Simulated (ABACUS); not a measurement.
**Te under changes of volume**

One of the cells (33.925 Å³/atom); the others are scaled copies at fixed shape and fractional positions:

```
Te
1.0
     4.45400    0.00000    0.00000
    -2.22700    3.85728    0.00000
     0.00000    0.00000    5.92400
Te
3
Cartesian
  1.6279 2.8197 0.0000
  -0.5991 1.0376 3.9493
  1.1981 0.0000 1.9747
```

```yaml
Program: ABACUS 3.10.1
Functional: PBE
Potentials_or_basis: PseudoDojo NC SR 0.4.1 PBE standard
Cutoff: 1361 eV
Density_cutoff: 5442 eV
Basis: DZP LCAO (the cutoffs set its grid)
k_mesh: 7 × 7 × 5
Occupations: fermi-dirac, width 0.05 eV
Spin: no spin polarisation
```

| volume (Å³/atom) | energy over the lowest point (meV/atom) | pressure (GPa) | gap on the mesh (eV) | largest force (eV/Å) |
| --- | --- | --- | --- | --- |
| 31.890 | 79.71 | 7.0 | 0.60 | 0.863 |
| 32.568 | 53.31 | 5.5 | 0.62 | 0.718 |
| 33.247 | 32.93 | 4.2 | 0.63 | 0.584 |
| 33.925 | ? | ? | ? | ? |
| 34.604 | 7.74 | 1.9 | 0.64 | 0.345 |
| 35.282 | 1.91 | 0.9 | 0.64 | 0.237 |
| 35.961 | 0.00 | 0.0 | 0.64 | 0.138 |

Task: What does the run at 33.925 Å³/atom give?

Result: Energy over the lowest point 17.95 meV/atom; pressure 3.0 GPa; gap on the mesh 0.63 eV; largest force 0.460 eV/Å.

Worked out: A Birch-Murnaghan fit of order 3 (a polynomial in V^(-2/3)) to the other rows has its minimum at 35.98 Å³/atom, just outside them, with B0 = V·E''(V) = 44 GPa and B' = 4.6 at fixed shape and positions, which overstates the stiffness. It gives 17.92 meV/atom at 33.925 Å³/atom, against the run's 17.95, and -dE/dV = 3.0 GPa, against 3.0. A parabola through the other rows of the gap, of slope 0.29 eV per unit of ln V there, gives 0.64 eV, against the run's 0.63.

Energies are extrapolated to zero smearing.

Caveats: the atomic orbitals were generated for these runs and aren't a published set; spin-orbit coupling is left out, which moves the levels of the heavy elements; an odd mesh through Γ misses points on the zone boundary, where band edges often lie; the basis of atomic orbitals isn't converged, which shifts pressures, moduli and gaps.
